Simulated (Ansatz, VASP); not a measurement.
**Two plane-wave programs on SnSe**

File INCAR:

```
  ALGO = Normal
  EDIFF = 1E-6
  ENCUT = 520
  GGA = PS
  ISIF = 2
  ISMEAR = 0
  LASPH = True
  LCHARG = False
  LREAL = False
  LWAVE = False
  NBANDS = 17
  NELM = 80
  PREC = Accurate
  SIGMA = 0.05
```

Contents of KPOINTS:

```
k-points
0
Gamma
  10 10 10
```

The input POSCAR:

```
SnSe
1.0
    0.0000000000      3.0099999632      3.0099999632
    3.0099999632      0.0000000000      3.0099999632
    3.0099999632      3.0099999632      0.0000000000
Sn Se
1 1
Direct
    0.0000000000      0.0000000000      0.0000000000
    0.5000000000      0.5000000000      0.5000000000
```

Input for Ansatz:

```yaml
crystal:
  lattice:
    - [0.0, 3.0099999632, 3.0099999632]
    - [3.0099999632, 0.0, 3.0099999632]
    - [3.0099999632, 3.0099999632, 0.0]
  atoms:
    - { symbol: Sn, position: [0.0, 0.0, 0.0] }
    - { symbol: Se, position: [0.5, 0.5, 0.5] }
basis:
  ecutwfc: 420
  ecutrho_ratio: 4
kpoints:
  mp_grid: { grid: [10, 10, 10] }
hamiltonian:
  xc: pbesol
scf:
  occupations: { method: gaussian, width: 0.05 }
output:
  forces: true
  stress: true
  eigenvalues: true
```

Measurements of this composition are mostly on another form, of space group No. 62.

Alike in both runs: task single point; functional PBEsol; k mesh 10 × 10 × 10; occupations gaussian, width 0.05 eV; no spin polarisation.

```csv
,VASP,Ansatz
version,VASP 6.6.1,Ansatz 0.2.0
potentials or method,"VASP PAW PBE potentials, release 64 (Sn_d, Se)","scalar-relativistic, plane waves, PAW"
plane-wave cutoff (eV),520,420
valence electrons in the cell,20,30
```

```tsv
	VASP	Ansatz	Ansatz less VASP
gap on the k mesh at the Fermi level (eV)	0.52	0.52	-0.001
least direct gap on the mesh (eV)	0.62	0.62	0.000
pressure (GPa)	-1.8	-1.8	-0.01
```

The functional is the same, so the differences come from potentials, cutoffs and numerics. The two sets of potentials don't hold the same shells in valence.

Caveats: the PAW data sets were made with another functional, which shifts forces and pressure a little (VASP); spin-orbit coupling is left out, which moves the levels of the heavy elements. A k mesh can miss the band edges.
